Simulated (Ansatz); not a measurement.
# NiO (Fm-3m): how the settings move a single-point run

Aim: see which settings change the result for NiO (Fm-3m), by how much, and at what cost.

Program: Ansatz 0.2.0. Level of theory: reference: DFT PBE, spin-orbit coupling, plane waves, PAW, unless a step's input says otherwise. These are calculated values, not measurements.

## (1) The system as given

It takes space group Fm-3m (No. 225, cubic). The conventional cell has a = 4.217 Å, b = 4.217 Å, c = 4.217 Å, α = 90.00°, β = 90.00°, γ = 90.00°. Around Ni (site symmetry m-3m) lie 6 O at 2.11 Å. O (site symmetry m-3m) is surrounded by 6 Ni at 2.11 Å.

As a file:

```
CELL_PARAMETERS angstrom
0.00000 2.10849 2.10849
2.10849 0.00000 2.10849
2.10849 2.10849 0.00000
ATOMIC_POSITIONS crystal
Ni 0.00000 0.00000 0.00000
O 0.50000 0.50000 0.50000
```

## (2) Reference

input.yaml reads:

```yaml
crystal:
  lattice:
    - [0.0, 2.1084927028, 2.1084927028]
    - [2.1084927028, 0.0, 2.1084927028]
    - [2.1084927028, 2.1084927028, 0.0]
  atoms:
    - { symbol: Ni, position: [0.0, 0.0, 0.0], spin: 1.63, spin_axis: [0.0, 0.0, 1.0] }
    - { symbol: O, position: [0.5, 0.5, 0.5] }
basis:
  ecutwfc: 420
  ecutrho_ratio: 4
kpoints:
  mp_grid: { grid: [14, 14, 14] }
hamiltonian:
  xc: pbe
scf:
  occupations: { method: gaussian, width: 0.05 }
output:
  forces: true
  stress: true
  eigenvalues: true
  populations: true
magnetization:
  noncollinear: true
  spin_orbit: true
```

Started as:

```console
ansatz run input.yaml --threads 4 --pin off --max-ram 7168MiB --backend cpu --events-out ev --progress --plain --runs-dir out
```

## (3) Changed: occupations.method tetrahedron_uncorrected, preconditioner kerker, width left out

input.yaml reads:

```yaml
crystal:
  lattice:
    - [0.0, 2.1084927028, 2.1084927028]
    - [2.1084927028, 0.0, 2.1084927028]
    - [2.1084927028, 2.1084927028, 0.0]
  atoms:
    - { symbol: Ni, position: [0.0, 0.0, 0.0], spin: 2.0, spin_axis: [0.0, 0.0, 1.0] }
    - { symbol: O, position: [0.5, 0.5, 0.5] }
basis:
  ecutwfc: 420
  ecutrho_ratio: 4
kpoints:
  mp_grid: { grid: [14, 14, 14] }
hamiltonian:
  xc: pbe
scf:
  occupations: { method: tetrahedron_uncorrected }
  mixing: { preconditioner: kerker }
output:
  forces: true
  stress: true
magnetization:
  noncollinear: true
  spin_orbit: true
```

## (4) Variant: occupations.width 0.2

input.yaml reads:

```yaml
crystal:
  lattice:
    - [0.0, 2.1084927028, 2.1084927028]
    - [2.1084927028, 0.0, 2.1084927028]
    - [2.1084927028, 2.1084927028, 0.0]
  atoms:
    - { symbol: Ni, position: [0.0, 0.0, 0.0], spin: 2.0, spin_axis: [0.0, 0.0, 1.0] }
    - { symbol: O, position: [0.5, 0.5, 0.5] }
basis:
  ecutwfc: 420
  ecutrho_ratio: 4
kpoints:
  mp_grid: { grid: [14, 14, 14] }
hamiltonian:
  xc: pbe
scf:
  occupations: { method: gaussian, width: 0.2 }
output:
  forces: true
  stress: true
  write_density: true
  write_potential: true
  elf: true
  volumetric_format: npy
magnetization:
  noncollinear: true
  spin_orbit: true
```

## (5) Changing settings: dispersion d3bjatm

input.yaml: that of step 2 with these lines changed.

```diff
@@ -6,3 +6,3 @@
   atoms:
-    - { symbol: Ni, position: [0.0, 0.0, 0.0], spin: 1.63, spin_axis: [0.0, 0.0, 1.0] }
+    - { symbol: Ni, position: [0.0, 0.0, 0.0], spin: 2.0, spin_axis: [0.0, 0.0, 1.0] }
     - { symbol: O, position: [0.5, 0.5, 0.5] }
@@ -15,2 +15,3 @@
   xc: pbe
+  dispersion: d3bjatm
 scf:
@@ -20,4 +21,2 @@
   stress: true
-  eigenvalues: true
-  populations: true
 magnetization:
```

## (6) Changing settings: scf.algorithm direct_min, n_extra_bands 32

input.yaml reads:

```yaml
crystal:
  lattice:
    - [0.0, 2.1084927028, 2.1084927028]
    - [2.1084927028, 0.0, 2.1084927028]
    - [2.1084927028, 2.1084927028, 0.0]
  atoms:
    - { symbol: Ni, position: [0.0, 0.0, 0.0], spin: 2.0, spin_axis: [0.0, 0.0, 1.0] }
    - { symbol: O, position: [0.5, 0.5, 0.5] }
basis:
  ecutwfc: 420
  ecutrho_ratio: 4
kpoints:
  mp_grid: { grid: [14, 14, 14] }
hamiltonian:
  xc: pbe
scf:
  occupations: { method: gaussian, width: 0.05 }
  algorithm: direct_min
  n_extra_bands: 32
output:
  forces: true
  stress: true
magnetization:
  noncollinear: true
  spin_orbit: true
```

## (7) Changing settings: mp_grid.grid [11, 11, 11], xc pbesol

input.yaml reads:

```yaml
crystal:
  lattice:
    - [0.0, 2.1084927028, 2.1084927028]
    - [2.1084927028, 0.0, 2.1084927028]
    - [2.1084927028, 2.1084927028, 0.0]
  atoms:
    - { symbol: Ni, position: [0.0, 0.0, 0.0], spin: 2.0, spin_axis: [0.0, 0.0, 1.0] }
    - { symbol: O, position: [0.5, 0.5, 0.5] }
basis:
  ecutwfc: 420
  ecutrho_ratio: 4
kpoints:
  mp_grid: { grid: [11, 11, 11] }
hamiltonian:
  xc: pbesol
scf:
  occupations: { method: gaussian, width: 0.05 }
output:
  forces: true
  stress: true
magnetization:
  noncollinear: true
  spin_orbit: true
```

Q: Predict the outcome of this session. Wanted: for each run, ending; energy change; pressure; gap; abs. moment; force.

**Answer**, as computed:

| run | ending | energy change | pressure (GPa) | gap (eV) | abs. moment (μB) | force (eV/Å) | cycles | time |
| --- | --- | --- | --- | --- | --- | --- | --- | --- |
| reference | converged | 0 | 0.0 | 0.00 | 1.81 | 0.00 | 21 | 9.3 s |
| 1: occupations.method tetrahedron_uncorrected, preconditioner kerker, width left out | converged | +2.9 meV/atom (σ→0) | 0.7 | 0.00 | 1.87 | 0.00 | 20 | 7.5 s |
| 2: occupations.width 0.2 | converged | -0.2 meV/atom (σ→0) | -0.3 | 0.00 | 1.77 | 0.00 | 20 | 9.3 s |
| 3: dispersion d3bjatm | converged | -237.7 meV/atom (offset of the dispersion model) | -3.2 | 0.00 | 1.81 | 0.00 | 19 | 7.1 s |
| 4: scf.algorithm direct_min, n_extra_bands 32 | converged | 0.0 meV/atom | 0.0 | 0.00 | 1.81 | 0.00 | 12 | 19 s |
| 5: mp_grid.grid [11, 11, 11], xc pbesol | converged | not comparable | -12.0 | 0.00 | 1.56 | 0.00 | 20 | 4 s |

Times don't compare one to one where runs were asked for different outputs or read a saved state (see the inputs); cycles may leave out searches for a lower state.

Residual by cycle in the longest SCF loop of each run; runs are numbered as in the table. The quantity is the density residual dr2, in eV.

| cycle | reference | run 1 | run 2 | run 3 | run 4 | run 5 |
| --- | --- | --- | --- | --- | --- | --- |
| 1 | 29.8 | 29 | 29.1 | 29.2 | 29.1 | 29.7 |
| 3 | 0.169 | 0.248 | 0.165 | 0.162 | 0.162 | 0.147 |
| 5 | 0.049 | 0.0946 | 0.039 | 0.0536 | 0.0549 | 0.0232 |
| 6 | 0.0111 | 0.0128 | 0.0157 | 0.0186 | 0.0184 | 0.00857 |
| 8 | 0.00474 | 5.6e-4 | 0.00203 | 0.00623 | 0.00815 | 0.00359 |
| 10 | 0.00863 | 0.00508 | 0.0916 | 0.0457 | 9.0e-5 | 4.2e-4 |
| 12 | 1.2e-4 | 0.00224 | 7.3e-4 | 0.00295 | 8.5e-9 | 7.2e-4 |
| 14 | 0.11 | 2.6e-4 | 6.6e-5 | 0.00498 | - | 2.7e-5 |
| 16 | 1.6e-4 | 1.5e-6 | 6.0e-6 | 5.4e-7 | - | 4.6e-7 |
| 17 | 2.4e-5 | 6.2e-8 | 9.7e-6 | 2.7e-7 | - | 7.9e-7 |
| 19 | 1.6e-6 | 2.2e-10 | 1.1e-9 | 2.1e-9 | - | 2.2e-9 |
| 21 | 3.1e-10 | - | - | - | - | - |

No change moves the result by more than the table shows.
